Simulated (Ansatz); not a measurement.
# H interstitial in HfO₂

The calculation used DFT PBE, scalar-relativistic, plane waves, PAW in Ansatz 0.2.0. (420 eV cutoff, 2×2×2 k-mesh, shifted by half a step, Gaussian smearing of 0.01 eV, collinear spin)

Host crystal, relaxed:

```yaml
crystal:
  lattice:
    - [5.16089, 0.00000, -0.00537]
    - [0.00000, 5.21222, 0.00000]
    - [-0.89312, 0.00000, 5.27674]
  atoms:
    - { symbol: Hf, position: [0.27573, 0.45707, 0.70837] }
    - { symbol: Hf, position: [0.72427, 0.95707, 0.79163] }
    - { symbol: Hf, position: [0.72427, 0.54293, 0.29163] }
    - { symbol: Hf, position: [0.27573, 0.04293, 0.20837] }
    - { symbol: O, position: [0.44918, 0.74278, 0.97666] }
    - { symbol: O, position: [0.55082, 0.24278, 0.52334] }
    - { symbol: O, position: [0.55082, 0.25722, 0.02334] }
    - { symbol: O, position: [0.44918, 0.75722, 0.47666] }
    - { symbol: O, position: [0.06713, 0.32867, 0.34840] }
    - { symbol: O, position: [0.93287, 0.82867, 0.15160] }
    - { symbol: O, position: [0.93287, 0.67133, 0.65160] }
    - { symbol: O, position: [0.06713, 0.17133, 0.84840] }
```

Supercell of 48 atoms, rows in host cell vectors: -1 -1 -1; 1 -1 1; -1 1 1. Atoms relax at the host's cell, keeping the symmetry that the supercell leaves at the site. The cell is small, so energies carry finite-size errors of tenths of an eV. The host's Kohn–Sham gap is 4.04 eV. Atoms are taken from and returned to the elements' standard states.

Spin-orbit coupling is left out, which matters for the bands and energies of heavy elements.

Defect: H interstitial at (0.167, 0.000, 0.542) of the host cell.

(1) What is the formation energy of the neutral defect?

(2) Does the neutral defect carry a moment, and how do its surroundings relax?

Results:

(1) 2.64 eV.

(2) It changes the cell's moment by 1.00 μB. The nearest neighbours before are 1 Hf at 1.97 Å, 1 O at 2.00 Å, 1 O at 2.01 Å, 1 O at 2.02 Å, 1 O at 2.23 Å; after relaxation the atoms near the site are 1 O at 1.84 Å, 1 Hf at 2.13 Å, 1 O at 2.17 Å, 1 O at 2.21 Å, 1 O at 2.24 Å; the largest move is 0.22 Å.